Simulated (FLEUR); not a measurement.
H:

```
CELL_PARAMETERS angstrom
-1.69153 1.69153 2.05847
1.69153 -1.69153 2.05847
1.69153 1.69153 -2.05847
ATOMIC_POSITIONS crystal
H 0.09014 0.09014 0.00000
H 0.90986 0.90986 0.00000
```

| Item | Value |
| --- | --- |
| Program | FLEUR MaX-R8.1 (later development tree) |
| Task | single point |
| Functional | PBE |
| Potentials or basis | all-electron |
| Basis | FLAPW |
| Kmax | 6.3 1/bohr |
| k mesh | 11 × 11 × 11 |
| Occupations | fermi-dirac, width 0.05 eV |
| Spin | no spin polarisation |
| Gmax | 27 1/bohr |
| Muffin-tin radii | H 0.63 bohr |
| lmax | H 8 |
| Local orbitals a species | H 2 |
| Max iterations | 60 |
| Mixing factor | 0.05 |
| Mixer | Anderson |
| Mixer history | 15 |
| Density convergence | 1e-05 me/bohr^3 |

On this cell: largest force 0.293 eV/Å; band gap on the k mesh 9.04 eV, indirect (least direct gap 9.83 eV).

The same run follows on a disturbed copy (atoms moved at random, drawn with an rms of 0.05 Å):

```
CELL_PARAMETERS angstrom
-1.69153 1.69153 2.05847
1.69153 -1.69153 2.05847
1.69153 1.69153 -2.05847
ATOMIC_POSITIONS crystal
H 0.08199 0.09122 0.99944
H 0.91475 0.93528 0.03530
```

Task: What changes?

Result: The energy moves by -0.2 meV/atom; largest force 0.209 eV/Å; band gap on the k mesh 8.81 eV, indirect (least direct gap 9.56 eV).

Forces in eV/Å, atoms in the order of the input:
```
H   -0.018 -0.009  0.208
H    0.018  0.009 -0.208
```

Caveats: the plane-wave cutoff is short for the small spheres of the light atoms, so energies, forces and moduli aren't converged; an odd mesh through Γ misses points on the zone boundary, where band edges often lie.
